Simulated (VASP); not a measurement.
# Cu (Fm-3m) in VASP: relaxation of cell and atoms with PBE

Aim: the relaxation of cell and atoms of Cu with PBE.

Program: VASP 6.6.1. These are calculated values, not measurements. Logs are shortened: lines on timing, memory, paths and dates and some standing lists are left out, and cuts for length are marked.

### 1 The crystal as given

The structure is cubic, space group Fm-3m (No. 225). Conventional cell: a = 3.630 Å, b = 3.630 Å, c = 3.630 Å, α = 90.00°, β = 90.00°, γ = 90.00°. Cu (site symmetry m-3m) has 12 Cu at 2.57 Å as nearest neighbours.

The cell was built by a generator and needn't be a form met in nature.

### 2 Relaxation of cell and atoms, PBE

Input file INCAR:

```
SYSTEM = Cu
PREC = Accurate
ENCUT = 600
EDIFF = 1E-6
ISMEAR = 1
SIGMA = 0.2
LREAL = .FALSE.
LASPH = .TRUE.
NELM = 100
ALGO = Normal
ISIF = 3
LWAVE = .FALSE.
LCHARG = .FALSE.
GGA = PE
IBRION = 2
NSW = 60
EDIFFG = -0.005
KPAR = 8
```

Input file KPOINTS:

```
Automatic mesh
0
G
  28 28 28
  0 0 0
```

Input file POSCAR:

```
Cu
1.0
    0.0000000000      1.8150000000      1.8150000000
    1.8150000000      0.0000000000      1.8150000000
    1.8150000000      1.8150000000      0.0000000000
Cu
1
Direct
    0.0000000000      0.0000000000      0.0000000000
```

Potentials or basis: VASP PAW PBE potentials, release 64 (Cu).

Started as:

```sh
$ cat potpaw_PBE.64/Cu/POTCAR > POTCAR
$ mpirun -np 8 vasp_std > vasp.out
```

OUTCAR:

```text
SYSTEM = Cu
   PREC = Accurate
   ENCUT = 600
   EDIFF = 1E-6
   ISMEAR = 1
   LREAL = .FALSE.
   LASPH = .TRUE.
   NELM = 100
   ISIF = 3
   GGA = PE
   IBRION = 2
   NSW = 60
   EDIFFG = -0.005

 ion  position               nearest neighbor table
   1  0.000  0.000  0.000-

  LATTYP: Found a face centered cubic cell.
 ALAT       =     3.6300000000

  Lattice vectors:

 A1 = (   0.0000000000,   1.8150000000,   1.8150000000)
 A2 = (   1.8150000000,   0.0000000000,   1.8150000000)
 A3 = (   1.8150000000,   1.8150000000,   0.0000000000)

Analysis of symmetry for initial positions (statically):
=====================================================================
 Subroutine PRICEL returns:
 Original cell was already a primitive cell.

 Routine SETGRP: Setting up the symmetry group for a
 face centered cubic supercell.

 Subroutine GETGRP returns: Found 48 space group operations
 (whereof 48 operations were pure point group operations)
 out of a pool of 48 trial point group operations.

The static configuration has the point symmetry O_h .

Analysis of symmetry for dynamics (positions and initial velocities):
=====================================================================
 Subroutine PRICEL returns:
 Original cell was already a primitive cell.

 Routine SETGRP: Setting up the symmetry group for a
 face centered cubic supercell.

 Subroutine GETGRP returns: Found 48 space group operations
 (whereof 48 operations were pure point group operations)
 out of a pool of 48 trial point group operations.

The dynamic configuration has the point symmetry O_h .

 Subroutine INISYM returns: Found 48 space group operations
 (whereof 48 operations are pure point group operations),
 and found     1 'primitive' translations

----------------------------------------------------------------------------------------

                                     Primitive cell

  volume of cell :      11.9580

  direct lattice vectors                    reciprocal lattice vectors
     0.000000000  1.815000000  1.815000000    -0.275482094  0.275482094  0.275482094
     1.815000000  0.000000000  1.815000000     0.275482094 -0.275482094  0.275482094
[... 98 lines left out ...]
   ISMEAR =     1;   SIGMA  =   0.20  broadening in eV -4-tet -1-fermi 0-gaus
   EFERMI_NEDOS =   21; number of points for ismear=-14 and -15
   IALGO  =     38    algorithm
   IMIX   =      4    mixing-type and parameters
     AMIX     =   0.40;   BMIX     =  1.00
     AMIX_MAG =   1.60;   BMIX_MAG =  1.00
  volume/ion in A,a.u.               =      11.96        80.70
  Fermi-wavevector in a.u.,A,eV,Ry     =   1.592157  3.008740 34.490258  2.534962
  Thomas-Fermi vector in A             =   2.690585
   LORBIT       =      0    0 simple, 1 ext, 2 COOP (PROOUT), +10 PAW based schemes
   GGA     = PE    functional components
   LHFCALC =     F    Hartree Fock is set to
   AEXX    =    0.0000 exact exchange contribution
   IVDW    =     0    specifies the selected vdW correction
   LEPSILON=     F    determine dielectric tensor
   LRPA    =     F    only Hartree local field effects (RPA)
 conjugate gradient relaxation of ions
 non-spin polarized calculation
 Methfessel and Paxton  Order N= 1 SIGMA  =   0.20
  energy-cutoff  :      600.00
  volume of cell :       11.96
 maximum number of plane-waves:       415
 NGX is ok and might be reduce to    24
   NGX = 11   NGY = 11   NGZ = 11

--------------------------------------- Ionic step        1  -------------------------------------------

 number of electron      10.9999998 magnetization

 Free energy of the ion-electron system (eV)
  ---------------------------------------------------
  ext. energy  EPLUGINS =         0.00000000
  ---------------------------------------------------
  free energy    TOTEN  =        -3.72826081 eV

  energy without entropy =       -3.72888221  energy(sigma->0) =       -3.72846794

------------------------ aborting loop because EDIFF is reached ----------------------------------------

  FORCE on cell =-STRESS in cart. coord.  units (eV):
  Direction    XX          YY          ZZ          XY          YZ          ZX
  --------------------------------------------------------------------------------------
  -------------------------------------------------------------------------------------
  Total        0.0388357      0.0388357      0.0388357      0.0000000     -0.0000000      0.0000000
  in kB        5.2033348      5.2033348      5.2033348      0.0000000     -0.0000000      0.0000000
  external PRESSURE =       5.2033348 kB  Pullay stress =       0.0000000 kB
[... 57 lines left out ...]
--------------------------------------- Ionic step        3  -------------------------------------------

 number of electron      10.9999998 magnetization

 Free energy of the ion-electron system (eV)
  ---------------------------------------------------
  ext. energy  EPLUGINS =         0.00000000
  ---------------------------------------------------
  free energy    TOTEN  =        -3.72833040 eV

  energy without entropy =       -3.72895024  energy(sigma->0) =       -3.72853701

 E-fermi :   7.4103     XC(G=0): -12.6334

 val. band max:        7.4027842973   @ k =   0.5000   0.2857   0.1071
 cond. band min:       7.4575513905   @ k =   0.5000   0.3571   0.1429
 fundamental gap:      0.0547670932
 Fermi energy:         7.4102825704

 k-point     1 :       0.0000    0.0000    0.0000
  band No.  band energies     occupation
      1      -1.8413      2.00000
      2       4.4095      2.00000
      3       4.4095      2.00000
      4       4.4095      2.00000
      5       5.2111      2.00000
      6       5.2111      2.00000
      7      29.8543      0.00000
      8      32.3748      0.00000
      9      32.3748      0.00000
[... 265 lines left out ...]
 k-point    24 :       0.3214    0.0357    0.0000
  band No.  band energies     occupation
      1       1.1967      2.00000
      2       4.2497      2.00000
      3       4.5028      2.00000
      4       4.5295      2.00000
      5       5.4175      2.00000
      6       5.4965      2.00000
      7      16.9666      0.00000
      8      28.5264      0.00000
      9      28.7696      0.00000

 [... further k-points ...]

------------------------ aborting loop because EDIFF is reached ----------------------------------------

  FORCE on cell =-STRESS in cart. coord.  units (eV):
  Direction    XX          YY          ZZ          XY          YZ          ZX
  --------------------------------------------------------------------------------------
  -------------------------------------------------------------------------------------
  Total        0.0013817      0.0013817      0.0013817      0.0000000     -0.0000000      0.0000000
  in kB        0.1844669      0.1844669      0.1844669      0.0000000     -0.0000000      0.0000000
  external PRESSURE =       0.1844669 kB  Pullay stress =       0.0000000 kB
[... 16 lines left out ...]
  FREE ENERGIE OF THE ION-ELECTRON SYSTEM (eV)
  ---------------------------------------------------
  free  energy   TOTEN  =        -3.7283303984 eV

  energy  without entropy=       -3.7289502399  energy(sigma->0) =       -3.72853701

 reached required accuracy - stopping structural energy minimisation
```

OSZICAR:

```text
N       E                     dE             d eps       ncg     rms          rms(c)
DAV:   1     0.389293888393E+02    0.38929E+02   -0.62174E+03 11513   0.227E+03
DAV:   2    -0.413841803099E+01   -0.43068E+02   -0.41039E+02 11281   0.206E+02
DAV:   3    -0.462225482542E+01   -0.48384E+00   -0.48215E+00 13306   0.315E+01
DAV:   4    -0.462569720810E+01   -0.34424E-02   -0.34420E-02 13839   0.240E+00
[... 17 lines left out ...]
DAV:   1    -0.372933260048E+01   -0.10231E-02   -0.19164E-02 11801   0.361E+00    0.263E-01
DAV:   2    -0.372869901426E+01    0.63359E-03   -0.16087E-02 11783   0.291E+00    0.111E-01
DAV:   3    -0.372835655971E+01    0.34245E-03   -0.26654E-03 11645   0.122E+00    0.367E-02
DAV:   4    -0.372833052415E+01    0.26036E-04   -0.33558E-05 15339   0.727E-02    0.113E-03
DAV:   5    -0.372833039840E+01    0.12575E-06   -0.12641E-07  6444   0.535E-03
   3 F= -.37283304E+01 E0= -.37285370E+01  d E =-.695885E-04
```

CONTCAR:

```text
Cu
   1.00000000000000
     0.0000000000000000    1.8171680278861990    1.8171680278861990
     1.8171680278861990   -0.0000000000000000    1.8171680278861990
     1.8171680278861990    1.8171680278861990    0.0000000000000000
  Cu
     1
Direct
     0.0000000000000000    0.0000000000000000    0.0000000000000000

  0.00000000E+00  0.00000000E+00  0.00000000E+00
```

It took 35 s on 8 MPI ranks of AMD EPYC 7R43 (Zen 3), shared host; peak memory 0.19 GiB.

What came out:

- Free energy: -3.7283 eV
- Relaxed volume: 12.00 Å³/atom
- Relaxed cell: a = 2.570 Å, b = 2.570 Å, c = 2.570 Å, α = 60.00°, β = 60.00°, γ = 60.00°
- Space group after relaxing (to 0.05 Å): Fm-3m (No. 225)
- Energy gained by relaxing: 0.1 meV/atom
- Ionic steps: 3
- Pressure after relaxing: 0.0 GPa
- Band gap on the k mesh: none (metal or under the smearing width)

Final structure:
```cif
data_structure
_symmetry_space_group_name_H-M 'P 1'
_symmetry_Int_Tables_number 1
_cell_length_a 2.5699
_cell_length_b 2.5699
_cell_length_c 2.5699
_cell_angle_alpha 60.000
_cell_angle_beta 60.000
_cell_angle_gamma 60.000
_cell_volume 12.00
loop_
_atom_site_label
_atom_site_type_symbol
_atom_site_fract_x
_atom_site_fract_y
_atom_site_fract_z
_atom_site_occupancy
Cu1 Cu 0.00000 0.00000 0.00000 1
```
